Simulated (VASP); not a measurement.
# CaSe in VASP 6.6.1, single-point calculation

INCAR

```
ISIF = 2
LCHARG = .FALSE.
LREAL = .FALSE.
NELM = 120
NBANDS = 15
LWAVE = .FALSE.
NSW = 0
LASPH = .TRUE.
SIGMA = 0.1
GGA = PE
EDIFF = 1E-7
ENCUT = 520
ISMEAR = 0
PREC = Accurate
IBRION = -1
```

KPOINTS

```
KPOINTS created by Atomic Simulation Environment
0
Gamma
8 8 8
0 0 0
```

POSCAR

```
Ca Se
 1.0000000000000000
     0.0000000000000000    3.0829675417000000    2.9675306013000000
     3.0829675417000000    0.0000000000000000    2.9675306013000000
     3.0829675417000000    3.0829675417000000    0.0000000000000000
 Ca  Se
   1   1
Cartesian
  0.0000000000000000  0.0000000000000000  0.0000000000000000
  3.0829675416999995  3.0829675416999995  2.9675306013000000
```

The recommended PBE PAW datasets give the neutral cell 16 valence electrons.

Command

```
mpirun -np 1 vasp_std
```

OSZICAR

```
N       E                     dE             d eps       ncg     rms          rms(c)
DAV:   1     0.104017204066E+03    0.10402E+03   -0.74194E+03  1770   0.974E+02
DAV:   2    -0.489820722769E+01   -0.10892E+03   -0.10370E+03  2190   0.239E+02
DAV:   3    -0.939598475057E+01   -0.44978E+01   -0.44599E+01  2502   0.459E+01
DAV:   4    -0.960604604328E+01   -0.21006E+00   -0.20993E+00  2408   0.838E+00
DAV:   5    -0.960880336100E+01   -0.27573E-02   -0.27572E-02  2419   0.858E-01    0.429E+00
DAV:   6    -0.944721598346E+01    0.16159E+00   -0.22950E-01  2113   0.245E+00    0.251E+00
DAV:   7    -0.944181083855E+01    0.54051E-02   -0.10663E-01  2296   0.198E+00    0.858E-01
DAV:   8    -0.944674576795E+01   -0.49349E-02   -0.14219E-02  1833   0.883E-01    0.125E-01
DAV:   9    -0.944683575734E+01   -0.89989E-04   -0.79997E-04  2349   0.257E-01    0.554E-02
DAV:  10    -0.944699422311E+01   -0.15847E-03   -0.19824E-04  1903   0.861E-02    0.158E-02
DAV:  11    -0.944701871599E+01   -0.24493E-04   -0.56382E-05  2085   0.618E-02    0.124E-02
DAV:  12    -0.944701744241E+01    0.12736E-05   -0.27968E-06  2171   0.112E-02    0.600E-03
DAV:  13    -0.944701696437E+01    0.47805E-06   -0.14570E-06  2239   0.727E-03    0.997E-04
DAV:  14    -0.944701700298E+01   -0.38618E-07   -0.32208E-08  1193   0.118E-03
   1 F= -.94470170E+01 E0= -.94470170E+01  d E =-.101900E-11
```

From OUTCAR

```
k-points           NKPTS =     59   k-points in BZ     NKDIM =     59   number of bands    NBANDS=     15

   NELECT =      16.0000    total number of electrons

   dimension x,y,z NGX =    32 NGY =   32 NGZ =   32
   dimension x,y,z NGXF=    64 NGYF=   64 NGZF=   64

  energy-cutoff  :      520.00
  volume of cell :       56.41
      direct lattice vectors                 reciprocal lattice vectors
     0.000000000  3.082967542  2.967530601    -0.162181403  0.162181403  0.168490259
     3.082967542  0.000000000  2.967530601     0.162181403 -0.162181403  0.168490259
     3.082967542  3.082967542  0.000000000     0.162181403  0.162181403 -0.168490259

 k-points in reciprocal lattice and weights: KPOINTS created by Atomic Simulation Env
   0.00000000  0.00000000  0.00000000       0.002
   0.12500000 -0.00000000  0.00000000       0.016
   0.25000000 -0.00000000  0.00000000       0.016
   0.37500000  0.00000000  0.00000000       0.016
   0.50000000 -0.00000000  0.00000000       0.008
   0.12500000  0.12500000  0.00000000       0.004
   0.25000000  0.12500000  0.00000000       0.016
   0.37500000  0.12500000  0.00000000       0.016
   ...

 E-fermi :   2.3209

 k-point     1 :       0.0000    0.0000    0.0000
  band No.  band energies     occupation
      1     -38.1389      2.00000
      2     -19.1234      2.00000
      3     -19.1234      2.00000
      4     -19.1084      2.00000
      5      -9.6434      2.00000
      6       1.8730      2.00000
      7       1.8801      2.00000
      8       1.8801      2.00000
      9       4.7437      0.00000
     10       5.5224      0.00000
     11       5.5224      0.00000
     12       5.7451      0.00000
     13       6.0230      0.00000
     14       6.1862      0.00000
     15      11.4697      0.00000

 k-point     2 :       0.1250   -0.0000    0.0000
  band No.  band energies     occupation
      1     -38.1383      2.00000
      2     -19.1319      2.00000
      3     -19.1246      2.00000
      4     -19.1117      2.00000
      5      -9.5690      2.00000
      6       1.1701      2.00000
      7       1.6765      2.00000
      8       1.6768      2.00000
      9       5.2593      0.00000
     10       5.7230      0.00000
     11       5.7925      0.00000
     12       5.9450      0.00000
     13       6.3637      0.00000
     14       6.5639      0.00000
     15      11.4893      0.00000

 k-point     3 :       0.2500   -0.0000    0.0000
  band No.  band energies     occupation
      1     -38.1368      2.00000
      2     -19.1570      2.00000
      3     -19.1274      2.00000
      4     -19.1147      2.00000
      5      -9.3811      2.00000
      6       0.0489      2.00000
      7       1.2786      2.00000
      8       1.2830      2.00000
      9       5.5058      0.00000
     10       6.2046      0.00000
     11       6.2783      0.00000
     12       7.0397      0.00000
     13       7.2136      0.00000
     14       7.5089      0.00000
     15      10.7968      0.00000

 ...

  Total       -1.1549931     -1.1549931     -0.2666248      0.0000000     -0.0000000      0.0000000
  in kB      -32.8040034    -32.8040034     -7.5726518      0.0000000     -0.0000000      0.0000000
  external PRESSURE =     -24.3935529 kB  Pullay stress =       0.0000000 kB

 POSITION                                       TOTAL-FORCE (eV/Angst)
 -----------------------------------------------------------------------------------
      0.00000      0.00000      0.00000         0.000000     -0.000000     -0.000000
      3.08297      3.08297      2.96753        -0.000000      0.000000      0.000000
 -----------------------------------------------------------------------------------
    total drift:                                0.000000     -0.000000     -0.000000

  FREE ENERGIE OF THE ION-ELECTRON SYSTEM (eV)
  ---------------------------------------------------
  free  energy   TOTEN  =        -9.4470170030 eV

  energy  without entropy=       -9.4470170030  energy(sigma->0) =       -9.44701700
```

It converged. Results: gap between bands v and c on the k mesh 2.19 eV; least direct gap on the k mesh 2.86 eV; pressure -2.4 GPa. Band v is the last that the valence electrons fill when counted band by band, and c is the next.

For comparison, a separate PBE run of the intended cell, on usual settings and not on those above, gives a gap of 2.19 eV on its mesh and a pressure of -2.4 GPa.

The run above took about 39 s on one core of a shared host (Intel Xeon Platinum 8488C) and held 0.2 GiB at most.
